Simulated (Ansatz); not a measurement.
# BaS (Fm-3m): from the cell to its phonons, part 2 of 3

Wanted: phonon frequencies of BaS (Fm-3m) and what follows from them.

Ansatz 0.2.0; DFT LDA, scalar-relativistic, plane waves, PAW; PAW set soft_1.

So far: The structure; Relaxation. The relaxed cell has a = 6.272 Å (conventional setting).

**3. Relaxing to small forces for the phonons**

Phonons need a cell at rest on their own settings, so the relaxation is repeated with tight tolerances on forces and stress, using the mesh and the filling of the phonon run that follows.

Contents of input.yaml:

```yaml
crystal:
  lattice:
    - [0.0, 3.1357693422, 3.1357693422]
    - [3.1357693422, 0.0, 3.1357693422]
    - [3.1357693422, 3.1357693422, 0.0]
  atoms:
    - { symbol: Ba, position: [0.0, 0.0, 0.0] }
    - { symbol: S, position: [0.5, 0.5, 0.5] }
kpoints:
  mp_grid: { grid: [8, 8, 8] }
hamiltonian:
  xc: lda
  pseudopotentials: { kind: paw, azcp: { folder: soft_1 }, xc_functional: pbe }
scf:
  occupations: { method: fixed }
output:
  forces: true
  stress: true
  eigenvalues: true
  write_density: true
  write_potential: true
  elf: true
  volumetric_format: npy
relax:
  adjacent_minimum: "off"
  f_tol: 0.001
  max_steps: 60
  cell: { stress_tol: 0.01 }
```

Launch:

```
$ ansatz run input.yaml --threads 4 --pin off --max-ram 10240MiB --backend cpu --events-out ev --progress --plain --runs-dir out
```

Numbers of over 12 decimals in the logs are rounded to 6 here.

Log:

```text
[...]
Crystal: 2 atoms, lattice volume = 61.668 Å³
Basis set: ecut = 420 eV, 1243 PW (Γ)
Bands: 12, of which v1, the nominal top of the filled ones, is band 8 counted from 1 (7 counted from 0)
Symmetry: 48 space group operations
[...]
k-points: 29 of 512
[...]
k-point 28: bands = [... 4 lower, -3.4276, 4.9102, 5.6828, 5.6828, 10.2578, 10.2578, 12.6337, 13.1119]
--- Relaxed structure (1 steps of the walk, 1 accepted, 1 SCFs on fresh bases) ---
[...]
cell:  # Å, volume = 61.6683 Å³
    - [0.0, 3.1357693422, 3.1357693422]
    - [3.1357693422, 0.0, 3.1357693422]
    - [3.1357693422, 3.1357693422, 0.0]
  atoms:
    - { symbol: Ba, position: [0.0, 0.0, 0.0] }
    - { symbol: S, position: [0.5, 0.5, 0.5] }
[key lines of the parts left out:]
SCF converged after 6 iterations
Free energy (F): -6653.580399 eV
Fermi energy:    6.083156 eV
P = ⅓ Tr σ = 0.0008 GPa (0.008 kbar)
```

It took 0.92 s on 4 threads of Intel Xeon Platinum 8488C (Sapphire Rapids), shared host; peak memory 0.39 GiB; 2.7 s of CPU time.

Little changed from the start: no atom moved by 0.005 Å and no cell edge by 0.1 %.

Numbers from this step:

| Property | Result |
| --- | --- |
| pressure | 8.33e-4 GPa |

Electrostatic potential energy in the ac plane of the conventional cell at fractional y = 0.000, with atoms of Ba and S within 0.2 Å of it. With pseudopotentials it is smooth inside the atoms' cores, unlike the true potential.

Ten even steps from '0' (-53 eV) to '9' (10 eV), each cell a mean:
```
01589973335999620
23689996458999852
67899999899999986
89999999999999999
99999999999999999
89999987678999999
46999863225899985
33799841002799953
43799840002699843
34899852013799963
78999975446899997
99999998888999999
99999999999999999
88999999999999988
46899998779999865
02689984336999731
00489973434898620
```
Columns run along a (6.3 Å; values clipped at the 3rd and 97th percentile), rows up along c (6.3 Å), edges of the conventional cell, whose origin can differ from the input's. Atoms in or near the plane, at fractional coordinates: Ba at (0.00, 0.00), Ba at (0.50, 0.50), S at (0.50, 0.00), S at (0.00, 0.50).

Valence density in the ac plane of the conventional cell at fractional y = 0.000, with atoms of Ba and S within 0.2 Å of it. It is the smooth field of the valence electrons, not physical close to the nuclei.

Values in e/Å³, 9 rows by 16 columns, each cell a mean:
```
1.0 1.2 0.8 0.2 0.2 0.4 0.8 0.9 0.9 1.0 0.5 0.2 0.2 0.5 1.1 1.1
0.6 0.4 0.2 0.1 0.1 0.1 0.2 0.4 0.4 0.3 0.2 0.1 0.1 0.1 0.3 0.5
0.3 0.2 0.1 0.1 0.0 0.1 0.2 0.3 0.3 0.2 0.1 0.1 0.1 0.1 0.2 0.3
0.9 0.8 0.4 0.2 0.1 0.4 0.9 1.1 1.1 1.1 0.6 0.2 0.1 0.3 0.7 0.9
0.5 1.0 0.7 0.3 0.2 0.6 1.3 0.8 0.7 1.2 1.0 0.3 0.2 0.4 1.0 0.8
0.8 0.6 0.3 0.1 0.1 0.3 0.7 1.0 1.1 0.9 0.4 0.1 0.1 0.2 0.5 0.8
0.2 0.2 0.1 0.1 0.0 0.1 0.1 0.2 0.2 0.2 0.1 0.0 0.0 0.1 0.1 0.2
0.8 0.6 0.3 0.1 0.1 0.2 0.4 0.6 0.6 0.5 0.2 0.1 0.1 0.2 0.5 0.8
0.8 1.2 0.9 0.3 0.2 0.4 0.9 0.9 0.7 1.0 0.6 0.2 0.2 0.6 1.2 1.0
```
Columns run along a (6.3 Å), rows up along c (6.3 Å), edges of the conventional cell, whose origin can differ from the input's. Atoms in or near the plane, at fractional coordinates: Ba at (0.00, 0.00), Ba at (0.50, 0.50), S at (0.50, 0.00), S at (0.00, 0.50).

ELF in the ac plane of the conventional cell at fractional y = 0.000, with atoms of Ba and S within 0.2 Å of it. It is the smooth field of the valence electrons, not physical close to the nuclei.

Ten even steps from '_' (0.03) to '@' (0.85), each cell a mean:
```
..**@@++::##@@**::==@@@@==::%%%%::
%%@@%%--..**@@@@%%@@@@%%--..**@@%%
%%##++....==%%@@@@@@%%**::__--**%%
--::..____..--======--::______..::
==----..______::::::..______::--==
@@@@##==__..==##%%%%**::__::**%%@@
%%@@@@**..--%%@@%%%%@@**..--%%@@@@
::##@@##::++@@**..--%%%%::==@@@@==
__**@@##::**@@==__..%%%%::==@@%%::
++%%@@**..++@@%%==**@@##::==@@@@**
@@@@@@++..::##@@@@@@%%==__--%%@@@@
####++--____::++**++--..__..==**##
::....______....::::..______....::
++==::____--++**####**==..__..--++
@@@@##::..++@@@@@@@@@@##--..++%%@@
==%%@@==..##@@%%**##@@@@--::##@@**
__==@@++::##@@++__::%%@@==--%%%%..
```
Columns run along a (6.3 Å), rows up along c (6.3 Å), edges of the conventional cell, whose origin can differ from the input's. Atoms in or near the plane, at fractional coordinates: Ba at (0.00, 0.00), Ba at (0.50, 0.50), S at (0.50, 0.00), S at (0.00, 0.50).

The forces vanish by symmetry and the pressure is 0.001 GPa, within the tolerances set. The cell now holds 30.83 Å³/atom.

**4. Modes at Γ**

The zone centre comes first: it holds the modes that light can see, as far as symmetry allows. The response to a homogeneous field gives the Born charges and the dielectric tensor.

input.yaml, the sections that differ from step 3:

```yaml
output:
  eigenvalues: true
phonons:
  method: dfpt
  dielectric: true
  rigid_motions: translations
# crystal, kpoints, hamiltonian, scf: as in step 3
# relax: removed
```

Log:

```text
[...]
Crystal: 2 atoms, lattice volume = 61.668 Å³
Basis set: ecut = 420 eV, 1243 PW (Γ), exchange–correlation on 60×60×60 points (8 copies of the dense FFT grid, shifted against one another)
Bands: 12, of which v1, the nominal top of the filled ones, is band 8 counted from 1 (7 counted from 0)
Symmetry: 48 space group operations
k-points: 59 of 512 (irreducible under 8 space group operations, time reversal used)
[...]
SCF iter   1: F=—  HF=-6653.776179 eV  |F-HF|=—  |Δ(HF+E_count)|=         —  Δρ=2.24e-2  dr2=5.45e-1  ethr=3.10e-3  ⟨swp⟩=5.7  Hψ=4210  notcnv=0  defer=79
[...]
SCF iter   8: F=-6653.580400 eV  HF=-6653.580400 eV  |F-HF|=2.64e-11  |Δ(HF+E_count)|=   2.07e-9  Δρ=2.20e-7  dr2=3.45e-11  ethr=1.00e-12  ⟨swp⟩=9.5  Hψ=6449  notcnv=0
SCF 1 converged in 8 iterations: F = -6653.580400 eV  dr2 = 3.45e-11
[...]
DFPT response loops at Γ: preconditioner auto → none (the input reference at scf.mixing.eps_inf says where Resta's filter doesn't serve); β = 0.50; Broyden in place of MSR1
── the response to a field inside a basis, on 8×8×8 k-points: an SCF that follows is theirs, and a resumed run solves both again ──
Bands: 9, of which v1, the nominal top of the filled ones, is band 8 counted from 1 (7 counted from 0)
k-points: 60 of 512 (irreducible under 12 space group operations)
[...]
Eigensolver: Dense (60 Hₖ)
SCF iter   1: F=—  HF=-6653.579611 eV  |F-HF|=—  |Δ(HF+E_count)|=         —  Δρ=6.55e-5  dr2=3.67e-7  ethr=1.00e-1
[...]
SCF iter   2: F=-6653.579612 eV  HF=-6653.579612 eV  |F-HF|=1.35e-7  |Δ(HF+E_count)|=   3.93e-7  Δρ=3.29e-5  dr2=9.06e-8  ethr=2.29e-9
SCF 1 converged in 2 iterations: F = -6653.579612 eV  dr2 = 9.06e-8
[...]
SCF converged after 8 iterations
Free energy (F): -6653.580400 eV
[...]
Internal energy: -6653.580400 eV  (E = F + TS)
E sigma→0 (E₀):  -6653.580400 eV
Fermi energy:    6.083154 eV
[...]
--- Band table (eV; the first three rows and the last of 59) ---
  k-point 0: bands = [... 4 lower, -4.2567, 6.0832, 6.0832, 6.0832, 9.7506, 9.9016, 9.9016, 9.9016]
  k-point 1: bands = [... 4 lower, -3.7925, 5.6475, 5.8625, 5.8625, 9.8745, 10.1384, 10.1384, 10.3815]
  k-point 2: bands = [... 4 lower, -3.2432, 4.8651, 5.4270, 5.4270, 10.0640, 10.8053, 10.8053, 11.6474]
  k-point 58: bands = [... 4 lower, -3.4276, 4.9102, 5.6828, 5.6828, 10.2578, 10.2578, 12.6337, 13.1119]
--- Phonons (Γ-DFPT): 2 representative perturbations + reference, on 59 of 512 k-points (Σ response iterations 6) ---
  k mesh reduced under 8 symmetry operations, with k and −k counted as one. Each operation leaves every solved perturbation unchanged. A smaller set is not considered because the run solves the response to a homogeneous field
  ASR residual: 3.260e-4 → 0.000e0 eV/Å²; symmetrization residual: 4.068e-6 eV/Å²
  ASR residual per site (eV/Å²): 3.26e-4 1.29e-4
  Γ frequencies (cm⁻¹): 0.00 0.00 0.00 151.42 151.42 151.42
  ε∞ (high-frequency dielectric tensor):
        5.130184    -0.000000     0.000000
       -0.000000     5.130184    -0.000000
        0.000000    -0.000000     5.130184
  ε⁰ (static dielectric tensor: ions relaxed, cell fixed):
       14.395112     0.000000     0.000000
        0.000000    14.395112     0.000000
        0.000000     0.000000    14.395112
  ε⁰ − ε∞ (ionic part):
        9.264928     0.000000    -0.000000
        0.000000     9.264928     0.000000
       -0.000000     0.000000     9.264928
  softest optical mode at Γ: 151.42 cm⁻¹; the repairs (sum rule, projections) moved no ω² at Γ by more than (1.14 cm⁻¹)²
  Born effective charges Z* (e; rows j = field, columns β = displacement):
    site 0:
         2.63058    0.00000   -0.00000
         0.00000    2.63058    0.00000
         0.00000   -0.00000    2.63058
    site 1:
        -2.63058   -0.00000    0.00000
        -0.00000   -2.63058   -0.00000
        -0.00000    0.00000   -2.63058
  Z* charge neutrality: 1.399e-3 e pre-enforcement
  solved inside a basis spanned on kpoints, on 8×8×8 k-points, its susceptibility summed on 12×12×12: ε∞ is read to err by 1.3e-2, Z* by 1.2e-2 e (field_mesh: kpoints solves on kpoints); Z* is corrected for what the basis lacks
  optical modes at Γ without the LO–TO term, one row a degenerate level:
      ω (cm⁻¹)  modes    IR ((D/Å)²/amu)
        151.42      3            18.4267
  optical modes at Γ + LO–TO along q̂ = [1.0000, 0.0000, 0.0000]:
      ω (cm⁻¹)  modes    IR ((D/Å)²/amu)
        151.42      2            12.2845
        253.65      1             6.1422
  optical modes at Γ + LO–TO along q̂ = [0.0000, 1.0000, 0.0000]:
      ω (cm⁻¹)  modes    IR ((D/Å)²/amu)
        151.42      2            12.2845
        253.65      1             6.1422
  optical modes at Γ + LO–TO along q̂ = [0.0000, 0.0000, 1.0000]:
      ω (cm⁻¹)  modes    IR ((D/Å)²/amu)
        151.42      2            12.2845
        253.65      1             6.1422
```

Wall time 9.7 s (4 threads); peak memory 0.54 GiB.

In the SCF lines HF is the Harris–Foulkes energy and dr2 the Hartree energy of the density residual, in eV; the loop may stop once dr2 is under the threshold and the program's other checks hold. Hψ counts applications of the Hamiltonian.

Numbers from this step:

| Property | Result |
| --- | --- |
| sum-rule residual before enforcement | 3.26e-4 eV/Å² |
| miss of the charge sum rule | 0.001399 e |
| estimated error of the dielectric tensor | 0.01336 |
| estimated error of the Born charges | 0.01152 e |
| point group | m-3m |
| highest optical mode at the zone centre (no LO-TO term) | 151.4 cm⁻¹ |
| lowest optical zone-centre mode | 151.4 cm⁻¹ |
| mean high-frequency dielectric constant | 5.130 |
| largest Born charge (third of the trace) | 2.631 e |
| mean static dielectric constant | 14.40 |
| top of the zone-centre spectrum with the field | 253.7 cm⁻¹ |

Without the LO-TO term. Patterns of degenerate modes are one choice out of their space. The modes at Γ (shares of kinetic energy by element, %):

```tsv
mode	frequency (cm⁻¹)	symmetry	Ba %	S %
1	0.0	acoustic	81	19
2	0.0	acoustic	81	19
3	0.0	acoustic	81	19
4	151.4	T1u	19	81
5	151.4	T1u	19	81
6	151.4	T1u	19	81
```

Displacements in mode 5 (151.4 cm⁻¹), the largest set to 1:
```
Ba1  0.00  0.00 -0.23
S2   0.00  0.00  1.00
```

Optical modes at the zone centre, without and with the macroscopic field of the longitudinal modes; each column is sorted by frequency, so a row need not hold one and the same mode. Modes with and without the field, by row:

```tsv
rank among optical modes	no field (cm⁻¹)	q along (1, 0, 0) (cm⁻¹)
1	151.4	151.4
2	151.4	151.4
3	151.4	253.7
```

Born charge (rows field, columns displacement) (e), principal values of the symmetric part by kind of site:

```tsv
atom	atoms with these values	low	middle	high	mean
Ba1	1	2.63	2.63	2.63	2.63
S2	1	-2.63	-2.63	-2.63	-2.63
```

In full for Ba1:

```
2.63 0.00 0.00
0.00 2.63 0.00
0.00 0.00 2.63
```

High-frequency dielectric tensor:

```
5.13 0.00 0.00
0.00 5.13 0.00
0.00 0.00 5.13
```

Static dielectric tensor (ions relaxed, fixed cell):

```
14.40  0.00  0.00
 0.00 14.40  0.00
 0.00  0.00 14.40
```

Transverse modes. Infrared lines, with heights relative to the strongest:

```tsv
position (cm⁻¹)	label	relative intensity
151	T1u	100
```

Before it was imposed, the acoustic sum rule was missed by 3.3e-4 eV/Å² and the charge sum rule by 0.0014 e. Small misses are needed for a sound result but don't prove that mesh and cutoff are converged. The lowest optical mode is real, 151 cm⁻¹.

(Continued in part 3 of 3.)

[Logs are printed without paths, hosts, clocks, repeated set-up lines and the standing remarks that a program may print on its own settings, such as how far it seeks lower states.]

[Hosts, paths, dates, database ids (printed as entryN), source tags and the programs' standing remarks are cut or masked in the printed files.]
